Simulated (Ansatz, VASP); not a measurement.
**One calculation of TiSi2, two programs**

The input INCAR:

```
PREC     = Accurate       # precision mode
ENCUT    = 520            # plane-wave cutoff, eV
EDIFF    = 1E-7           # SCF threshold, eV
ISMEAR   = 0              # smearing method
SIGMA    = 0.1            # smearing width, eV
LREAL    = F              # projectors in reciprocal space
LASPH    = T              # aspherical terms in the spheres
NELM     = 100            # most SCF steps
ALGO     = Normal         # electronic algorithm
ISIF     = 2              # what is computed and relaxed
LWAVE    = F              # write WAVECAR
LCHARG   = T              # write CHGCAR
GGA      = PE             # functional
LELF     = T              # ELF
LVHAR    = T            
NBANDS   = 29             # bands
```

File KPOINTS:

```
regular mesh
0
Gamma
  6 6 6
```

Contents of POSCAR:

```
TiSi2
1.0
    0.0000000000      4.1180000300      4.2614998800
    2.3864998800      0.0000000000      4.2614998800
    2.3864998800      4.1180000300      0.0000000000
Ti Si
2 4
Direct
    0.7500000000      0.7500000000      0.7500000000
    0.5000000000      0.5000000000      0.5000000000
    0.0830000000      0.4170000000      0.0830000000
    0.4170000000      0.0830000000      0.4170000000
    0.1670000000      0.8330000000      0.1670000000
    0.8330000000      0.1670000000      0.8330000000
```

Input for Ansatz:

```yaml
crystal:
  lattice:
    - [0.0, 4.11800003, 4.26149988]
    - [2.38649988, 0.0, 4.26149988]
    - [2.38649988, 4.11800003, 0.0]
  atoms:
    - { symbol: Ti, position: [0.75, 0.75, 0.75] }
    - { symbol: Ti, position: [0.5, 0.5, 0.5] }
    - { symbol: Si, position: [0.083, 0.417, 0.083] }
    - { symbol: Si, position: [0.417, 0.083, 0.417] }
    - { symbol: Si, position: [0.167, 0.833, 0.167] }
    - { symbol: Si, position: [0.833, 0.167, 0.833] }
basis:
  ecutwfc: 420
kpoints:
  mp_grid: { grid: [6, 6, 6] }
hamiltonian:
  xc: pbe
scf:
  occupations: { method: gaussian, width: 0.1 }
  lower_state_search: "off"
output:
  forces: true
  stress: true
  eigenvalues: true
```

Alike in both runs: task single point; functional PBE; k mesh 6 × 6 × 6; occupations gaussian, width 0.1 eV; no spin polarisation.

```csv
,VASP,Ansatz
version,VASP 6.6.1,Ansatz 0.2.0
potentials or method,"VASP PAW PBE potentials, release 64 (Ti_sv, Si)","scalar-relativistic, plane waves, PAW"
plane-wave cutoff (eV),520,420
valence electrons in the cell,40,40
```

Ansatz gave:

| Quantity | Value |
| --- | --- |
| gap on the k mesh at the Fermi level (eV) | none |
| pressure (GPa) | 2.3 |
| largest component of the traceless stress (GPa) | 0.91 |
| rms of the force components (eV/Å) | 0.079 |

Q: Which values does VASP return?

A: gap on the k mesh at the Fermi level (eV): none; pressure (GPa): 2.2; largest component of the traceless stress (GPa): 0.90; rms of the force components (eV/Å): 0.079.

Atom by atom the forces differ by 0.000 eV/Å (rms over components). A gap of «none» marks a metal or a gap that the smearing closes.
